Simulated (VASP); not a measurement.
# Y (P6_3/mmc) in VASP: further runs

One crystal, Y, is run at these levels: PBEsol; tasks: single point.

Everything below comes from runs of VASP 6.6.1. Logs are shortened: lines on timing, memory, paths and dates and some standing lists are left out, and cuts for length are marked.

**1. Starting point**

Symmetry: P6_3/mmc, No. 194, hexagonal system. The conventional cell has a = 3.647 Å, b = 3.647 Å, c = 5.731 Å, α = 90.00°, β = 90.00°, γ = 120.00°. Y (site symmetry -6m2) has 12 Y at 3.56 to 3.65 Å as nearest neighbours.

**2. Single point, PBEsol**

Contents of INCAR:

```
SYSTEM = Y
PREC = Accurate ; ENCUT = 450
EDIFF = 1E-6 ; ISMEAR = -1
SIGMA = 0.05 ; LREAL = .FALSE.
LASPH = .TRUE. ; NELM = 100
ALGO = Normal ; ISIF = 2
LWAVE = .FALSE. ; LCHARG = .FALSE.
GGA = PS ; ADDGRID = .FALSE.
```

Contents of KPOINTS:

```
regular mesh
0
G
  9 9 5
  0 0 0
```

Contents of POSCAR:

```
Y
1.0
    3.6474000000      0.0000000000      0.0000000000
   -1.8237000000      3.1587410578      0.0000000000
    0.0000000000      0.0000000000      5.7306000000
Y
2
Direct
    0.6666666667      0.3333333333      0.7500000000
    0.3333333333      0.6666666667      0.2500000000
```

Potentials or basis: VASP PAW PBE potentials, release 64 (Y_sv).

Launch:

```
> cat potpaw_PBE.64/Y_sv/POTCAR > POTCAR
> mpirun -np 1 vasp_std > vasp.out
```

OUTCAR:

```text
SYSTEM = Y
   PREC = Accurate
   ENCUT = 450
   EDIFF = 1E-6
   ISMEAR = -1
   LREAL = .FALSE.
   LASPH = .TRUE.
   NELM = 100
   ISIF = 2
   GGA = PS

 Found     36 irreducible k-points:

 Following reciprocal coordinates:
            Coordinates               Weight
  0.000000  0.000000  0.000000      1.000000
  0.111111 -0.000000  0.000000      6.000000
  0.222222 -0.000000  0.000000      6.000000
  0.333333 -0.000000  0.000000      6.000000
  0.444444 -0.000000  0.000000      6.000000
  0.111111  0.111111  0.000000      6.000000
   k-points           NKPTS =     36   k-points in BZ     NKDIM =     36   number of bands    NBANDS=     15
   number of dos      NEDOS =    301   number of ions     NIONS =      2
   total plane-waves  NPLWV =  31360
   dimension x,y,z NGX =    28 NGY =   28 NGZ =   40
   dimension x,y,z NGXF=    56 NGYF=   56 NGZF=   80
   ions per type =               2
   NGX,Y,Z   is equivalent  to a cutoff of  12.76, 12.76, 11.60 a.u.
   NGXF,Y,Z  is equivalent  to a cutoff of  25.52, 25.52, 23.21 a.u.
 SYSTEM =  Y
   PREC   = accura    normal or accurate (medium, high low for compatibility)
   ISTART =      0    job   : 0-new  1-cont  2-samecut
   ICHARG =      2    charge: 1-file 2-atom 10-const
   ISPIN  =      1    spin polarized calculation?
   LNONCOLLINEAR =      F non collinear calculations
   LSORBIT =      F    spin-orbit coupling
   LASPH  =      T    aspherical Exc in radial PAW
   ENCUT  =  450.0 eV  33.07 Ry    5.75 a.u.   6.31  6.31  9.91*2*pi/ulx,y,z
   NELM   =    100;   NELMIN=  2; NELMDL= -5     # of ELM steps
   EDIFF  = 0.1E-05   stopping-criterion for ELM
   LREAL  =      F    real-space projection
   EDIFFG = 0.1E-04   stopping-criterion for IOM
   NSW    =      0    number of steps for IOM
   IBRION =     -1    ionic relax: 0-MD 1-quasi-New 2-CG
   NFREE  =      0    steps in history (QN), initial steepest desc. (CG)
   ISIF   =      2    stress and relaxation
   ISYM   =      2    0-nonsym 1-usesym 2-fastsym
   POTIM  = 0.5000    time-step for ionic-motion
   TEBEG  =    0.0;   TEEND  =   0.0 temperature during run
   PSTRESS=    0.0 pullay stress
   NELECT =      22.0000    total number of electrons
   NUPDOWN=      -1.0000    fix difference up-down
   EMIN   =  10.00;   EMAX   =-10.00  energy-range for DOS
   EFERMI =   0.00;   METHOD = LEGACY
   ISMEAR =    -1;   SIGMA  =   0.05  broadening in eV -4-tet -1-fermi 0-gaus
   EFERMI_NEDOS =   21; number of points for ismear=-14 and -15
   IALGO  =     38    algorithm
   IMIX   =      4    mixing-type and parameters
     AMIX     =   0.40;   BMIX     =  1.00
     AMIX_MAG =   1.60;   BMIX_MAG =  1.00
  volume/ion in A,a.u.               =      33.01       222.77
  Fermi-wavevector in a.u.,A,eV,Ry     =   1.134967  2.144777 17.526345  1.288150
  Thomas-Fermi vector in A             =   2.271671
   LORBIT       =      0    0 simple, 1 ext, 2 COOP (PROOUT), +10 PAW based schemes
   GGA     = PS    functional components
   LHFCALC =     F    Hartree Fock is set to
   AEXX    =    0.0000 exact exchange contribution
   IVDW    =     0    specifies the selected vdW correction
   LEPSILON=     F    determine dielectric tensor
   LRPA    =     F    only Hartree local field effects (RPA)
 non-spin polarized calculation
  energy-cutoff  :      450.00
  volume of cell :       66.02
 maximum number of plane-waves:      1442
 NGX is ok and might be reduce to    28
   NGX = 13   NGY = 13   NGZ = 19

 number of electron      22.0000000 magnetization

 Free energy of the ion-electron system (eV)
  ---------------------------------------------------
  ext. energy  EPLUGINS =         0.00000000
  ---------------------------------------------------
  free energy    TOTEN  =       -13.62750726 eV

  energy without entropy =      -13.59286680  energy(sigma->0) =      -13.61018703

 E-fermi :   2.8586     XC(G=0):  -9.5136

 val. band max:        2.8319794693   @ k =   0.4444   0.1111   0.4000
 cond. band min:       2.8778922057   @ k =   0.2222   0.1111   0.4000
 fundamental gap:      0.0459127364
 Fermi energy:         2.8585791140

 k-point     1 :       0.0000    0.0000    0.0000
  band No.  band energies     occupation
      1     -39.7482      2.00000
      2     -39.6761      2.00000
      3     -20.0410      2.00000
      4     -19.5680      2.00000
      5     -19.5680      2.00000
      6     -19.4797      2.00000
      7     -19.4797      2.00000
      8     -19.4493      2.00000
      9      -1.8337      2.00000
     10       0.9948      2.00000
     11       3.7371      0.00000
     12       4.5990      0.00000
     13       4.5990      0.00000
     14       4.8837      0.00000
     15       5.1966      0.00000

 k-point     2 :       0.1111   -0.0000    0.0000
  band No.  band energies     occupation
      1     -39.7422      2.00000
      2     -39.6739      2.00000
      3     -20.0194      2.00000
      4     -19.6115      2.00000
      5     -19.5827      2.00000
      6     -19.5253      2.00000
      7     -19.4854      2.00000
      8     -19.4595      2.00000
      9      -1.5737      2.00000
     10       1.2382      2.00000
     11       3.4802      0.00001
     12       4.0670      0.00000
     13       4.8417      0.00000
     14       4.9152      0.00000
     15       5.2797      0.00000

 k-point     3 :       0.2222   -0.0000    0.0000
  band No.  band energies     occupation
      1     -39.7265      2.00000
      2     -39.6691      2.00000
      3     -19.9599      2.00000
      4     -19.7222      2.00000
      5     -19.6365      2.00000
      6     -19.6182      2.00000
      7     -19.5015      2.00000
      8     -19.4900      2.00000
      9      -0.8557      2.00000
     10       1.8027      2.00000
     11       2.9224      0.43634
     12       3.3720      0.00007
     13       4.4281      0.00000
     14       4.8367      0.00000
     15       4.9537      0.00000

 k-point     4 :       0.3333   -0.0000    0.0000
  band No.  band energies     occupation
      1     -39.7068      2.00000
      2     -39.6653      2.00000
      3     -19.8781      2.00000
      4     -19.8487      2.00000
      5     -19.7561      2.00000
      6     -19.6566      2.00000
      7     -19.5388      2.00000
      8     -19.5213      2.00000
      9       0.1261      2.00000
     10       2.0267      2.00000
     11       2.3947      1.99981
     12       2.9800      0.16211
     13       4.4087      0.00000
     14       4.4612      0.00000
     15       4.5658      0.00000

 k-point     5 :       0.4444   -0.0000    0.0000
  band No.  band energies     occupation
      1     -39.6916      2.00000
      2     -39.6652      2.00000
      3     -19.9311      2.00000
      4     -19.8310      2.00000
      5     -19.8049      2.00000
      6     -19.6807      2.00000
      7     -19.5902      2.00000
      8     -19.5348      2.00000
      9       1.0014      2.00000
     10       1.7682      2.00000
     11       2.0909      2.00000
     12       2.7911      1.58835
     13       4.2632      0.00000
     14       4.3515      0.00000
     15       4.8271      0.00000

 k-point     6 :       0.1111    0.1111    0.0000
  band No.  band energies     occupation
      1     -39.7313      2.00000
      2     -39.6705      2.00000
      3     -19.9788      2.00000
      4     -19.6759      2.00000
      5     -19.6417      2.00000
      6     -19.5739      2.00000
      7     -19.5049      2.00000
      8     -19.4799      2.00000
      9      -1.0822      2.00000
     10       1.6636      2.00000
     11       3.0918      0.01867
     12       3.5180      0.00000
     13       4.5499      0.00000
     14       4.8206      0.00000
     15       5.2120      0.00000

 [... further k-points ...]

------------------------ aborting loop because EDIFF is reached ----------------------------------------

  FORCE on cell =-STRESS in cart. coord.  units (eV):
  Direction    XX          YY          ZZ          XY          YZ          ZX
  --------------------------------------------------------------------------------------
  -------------------------------------------------------------------------------------
  Total       -0.8221506     -0.8221506     -1.0580501      0.0000000      0.0000000      0.0000000
  in kB      -19.9509892    -19.9509892    -25.6755240      0.0000000      0.0000000      0.0000000
  external PRESSURE =     -21.8591674 kB  Pullay stress =       0.0000000 kB

 VOLUME and BASIS-vectors are now :
 -----------------------------------------------------------------------------
  energy-cutoff  :      450.00
  volume of cell :       66.02
      direct lattice vectors                 reciprocal lattice vectors
     3.647400000  0.000000000  0.000000000     0.274167900  0.158290911  0.000000000
    -1.823700000  3.158741058  0.000000000     0.000000000  0.316581822  0.000000000
     0.000000000  0.000000000  5.730600000     0.000000000  0.000000000  0.174501797

 POSITION                                       TOTAL-FORCE (eV/Angst)
 -----------------------------------------------------------------------------------
      1.82370      1.05291      4.29795         0.000000      0.000000      0.000000
     -0.00000      2.10583      1.43265        -0.000000      0.000000      0.000000
 -----------------------------------------------------------------------------------
    total drift:                               -0.000000      0.000000     -0.000000

  FREE ENERGIE OF THE ION-ELECTRON SYSTEM (eV)
  ---------------------------------------------------
  free  energy   TOTEN  =       -13.6275072637 eV

  energy  without entropy=      -13.5928667994  energy(sigma->0) =      -13.61018703
```

Run time: 31 s. Hardware: 1 thread of Intel Xeon Platinum 8488C (Sapphire Rapids), shared host; peak memory 0.19 GiB.

The run converged, but some of its settings lie outside the range that counts as converged, so its numbers aren't taken as properties of the crystal.

What came out:

* Free energy: -13.6275 eV
* Pressure: -2.2 GPa
* Band gap on the k mesh: none (metal or under the smearing width)

Caveat: the PAW data sets were made with another functional, which shifts forces and pressure a little.

**3. Single point, PBEsol**

Edit INCAR of step 2 so:

```diff
@@ -3,3 +3,3 @@
 EDIFF = 1E-6 ; ISMEAR = -1
-SIGMA = 0.05 ; LREAL = .FALSE.
+SIGMA = 0.02 ; LREAL = .FALSE.
 LASPH = .TRUE. ; NELM = 100
```

KPOINTS is that of step 2.

POSCAR is that of step 2.

Potentials or basis: VASP PAW PBE potentials, release 64 (Y_sv).

Launch:

```
> cat potpaw_PBE.64/Y_sv/POTCAR > POTCAR
> mpirun -np 1 vasp_std > vasp.out
```

Wall time 34 s (1 thread of Intel Xeon Platinum 8488C (Sapphire Rapids), shared host); peak memory 0.19 GiB.

The run converged, but some of its settings lie outside the range that counts as converged, so its numbers aren't taken as properties of the crystal.

Results:

```yaml
Free_energy: -13.6130 eV
Pressure: -2.2 GPa
Band_gap_on_the_k_mesh: none (metal or under the smearing width)
```

Caveat: the PAW data sets were made with another functional, which shifts forces and pressure a little.

**4. Single point, PBEsol**

Contents of INCAR:

```
SYSTEM = Y
PREC = Low ; ENCUT = 450
EDIFF = 1E-6 ; ISMEAR = -1
SIGMA = 0.15 ; LREAL = .FALSE.
LASPH = .TRUE. ; NELM = 100
ALGO = Normal ; ISIF = 2
LWAVE = .FALSE. ; LCHARG = .FALSE.
GGA = PS ; ADDGRID = .FALSE.
```

KPOINTS is that of step 3.

POSCAR is that of step 3.

Launch:

```
> cat potpaw_PBE.64/Y_sv/POTCAR > POTCAR
> mpirun -np 1 vasp_std > vasp.out
```

It took 18 s on 1 thread of Intel Xeon Platinum 8488C (Sapphire Rapids), shared host; peak memory 0.13 GiB.

These settings aren't checked as converged: the numbers below hold their error.

What came out:

- Free energy: -13.7499 eV
- Pressure: -2.0 GPa
- Band gap on the k mesh: none (metal or under the smearing width)

Caveat: the PAW data sets were made with another functional, which shifts forces and pressure a little.

**5. Single point, PBEsol**

Edit INCAR of step 4 so:

```diff
@@ -1,3 +1,3 @@
 SYSTEM = Y
-PREC = Low ; ENCUT = 450
+PREC = Normal ; ENCUT = 450
 EDIFF = 1E-6 ; ISMEAR = -1
```

KPOINTS is that of step 4.

POSCAR is that of step 4.

Launch:

```
> cat potpaw_PBE.64/Y_sv/POTCAR > POTCAR
> mpirun -np 1 vasp_std > vasp.out
```

Wall time 17 s (1 thread of Intel Xeon Platinum 8488C (Sapphire Rapids), shared host); peak memory 0.15 GiB.

These settings aren't checked as converged: the numbers below hold their error.

What came out:

```yaml
Free_energy: -13.7497 eV
Pressure: -2.0 GPa
Band_gap_on_the_k_mesh: none (metal or under the smearing width)
```

Caveat: the PAW data sets were made with another functional, which shifts forces and pressure a little.

**6. Single point, PBEsol**

Contents of INCAR:

```
SYSTEM = Y
PREC = Accurate ; ENCUT = 450
EDIFF = 1E-6 ; ISMEAR = -1
SIGMA = 0.15 ; LREAL = Auto
LASPH = .TRUE. ; NELM = 100
ALGO = Normal ; ISIF = 2
LWAVE = .FALSE. ; LCHARG = .FALSE.
GGA = PS ; ADDGRID = .FALSE.
```

KPOINTS is that of step 5.

POSCAR is that of step 5.

Potentials or basis: VASP PAW PBE potentials, release 64 (Y_sv).

Launch:

```
> cat potpaw_PBE.64/Y_sv/POTCAR > POTCAR
> mpirun -np 1 vasp_std > vasp.out
```

Run time: 52 s. Hardware: 1 thread of Intel Xeon Platinum 8488C (Sapphire Rapids), shared host; peak memory 0.18 GiB.

The run converged, but some of its settings lie outside the range that counts as converged, so its numbers aren't taken as properties of the crystal.

Results:

* Free energy: -13.7493 eV
* Pressure: -2.0 GPa
* Band gap on the k mesh: none (metal or under the smearing width)

Caveat: the PAW data sets were made with another functional, which shifts forces and pressure a little.

**7. The reference run**

An earlier run on the cell as given: functional PBE; potentials or basis VASP PAW PBE potentials, release 64 (Y_sv); cutoff 520 eV; k mesh 8 × 8 × 5; occupations fermi-dirac, width 0.05 eV; no spin polarisation.

* Pressure: -0.2 GPa
* Band gap on the k mesh: none (metal or under the smearing width)
